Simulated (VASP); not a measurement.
Wanted: the native input for a VASP 6.6.1 run.

```yaml
Task: relaxation of shape and atoms at fixed volume
Functional: PBEsol
Potentials_or_basis: VASP PAW PBE potentials, release 64 (Mo_sv, Se)
Cutoff: 600 eV
k_mesh: 9 × 9 × 2
Occupations: gaussian, width 0.03 eV
Spin: no spin polarisation
Further_INCAR_settings: ALGO = Normal; EDIFF = 1e-07; IBRION = 2; EDIFFG = -0.01; NSW = 40; ISIF = 4
```

The structure of MoSe2 lies in POSCAR:

```
MoSe2                                   
1.0
    3.2041045024      0.0000000000     -0.0000000000
   -1.6020522512      2.7748358954      0.0000000000
    0.0000000000      0.0000000000     12.8716572494
  Mo              Se            
     2     4
Direct
     0.3333333332999970    0.6666666667000030    0.2500000000000000
     0.6666666667000030    0.3333333332999970    0.7500000000000000
     0.3333333332999970    0.6666666667000030    0.6231806214101955
     0.6666666667000030    0.3333333332999970    0.1231806214101955
     0.3333333332999970    0.6666666667000030    0.8768193785898045
     0.6666666667000030    0.3333333332999970    0.3768193785898045
```

The cell isn't the ideal one: a relaxed cell with its volume scaled by 0.94.

These files were run (other wordings do the same):

INCAR

```
ALGO     = Normal         # electronic algorithm
EDIFF    = 1E-7           # SCF threshold, eV
EDIFFG   = -0.01          # ionic threshold
ENCUT    = 600            # plane-wave cutoff, eV
GGA      = PS             # functional
IBRION   = 2              # ionic algorithm
ISIF     = 4              # what is computed and relaxed
ISMEAR   = 0              # smearing method
KPAR     = 2            
LASPH    = T              # aspherical terms in the spheres
LCHARG   = F              # write CHGCAR
LREAL    = F              # projectors in reciprocal space
LWAVE    = F              # write WAVECAR
NELM     = 80             # most SCF steps
NSW      = 40             # ionic steps
PREC     = Accurate       # precision mode
SIGMA    = 0.03           # smearing width, eV
```

KPOINTS

```
k-points
0
Gamma
  9 9 2
```

Potentials or basis: VASP PAW PBE potentials, release 64 (Mo_sv, Se).

The run is started by

```bash
$ cat potpaw_PBE.64/Mo_sv/POTCAR potpaw_PBE.64/Se/POTCAR > POTCAR
$ mpirun -np 2 vasp_std > vasp.out
```

It gave:

The energy gained by relaxing is 25.6 meV/atom. The ionic steps are 8, the pressure after relaxing is 2.5 GPa and the band gap on the k mesh is 0.76 eV, indirect (least direct gap 1.53 eV).

Caveat: the PAW data sets were made with another functional, which shifts forces and pressure a little; an odd mesh through Γ misses points on the zone boundary, where band edges often lie; this functional lacks dispersion, which binds the layers, so the pressure and a relaxed spacing across them are unreliable.

Run time: 2.5 min on 2 MPI ranks on Intel(R) Xeon(R) 6975P-C (Granite Rapids), on a shared host, peak memory 0.32 GiB a rank.
